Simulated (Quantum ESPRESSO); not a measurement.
Al under changes of volume

One of the cells (16.116 Å³/atom); the others are scaled copies at fixed shape and fractional positions:

```
Al
1.0
    -1.59122    1.59122    1.59122
     1.59122   -1.59122    1.59122
     1.59122    1.59122   -1.59122
Al
1
Direct
  0.00000 0.00000 0.00000
```

This isn't the form of Al at room conditions, which is fcc.

```yaml
Program: Quantum ESPRESSO 7.5
Functional: PBEsol
Potentials_or_basis: GBRV 1.5 PBEsol
Cutoff: 612 eV
Density_cutoff: 4898 eV
k_mesh: 12 × 12 × 12
Occupations: fermi-dirac, width 0.05 eV
Spin: no spin polarisation
```

| volume (Å³/atom) | energy over the lowest point (meV/atom) | pressure (GPa) |
| --- | --- | --- |
| 15.149 | 32.95 | 8.0 |
| 15.471 | 19.11 | 5.9 |
| 15.793 | 9.23 | 4.0 |
| 16.116 | 2.96 | 2.2 |
| 16.438 | 0.00 | 0.7 |
| 16.760 | ? | ? |
| 17.083 | 2.92 | -2.0 |

What does the run at 16.760 Å³/atom give?

Energy over the lowest point 0.08 meV/atom; pressure -0.7 GPa.

Worked out: A Birch-Murnaghan fit of order 3 (a polynomial in V^(-2/3)) to the other rows has its minimum at 16.59 Å³/atom with B0 = V·E''(V) = 74 GPa and B' = 3.6. It gives 0.07 meV/atom at 16.760 Å³/atom, against the run's 0.08, and -dE/dV = -0.7 GPa, against -0.7.

Energies are extrapolated to zero smearing.
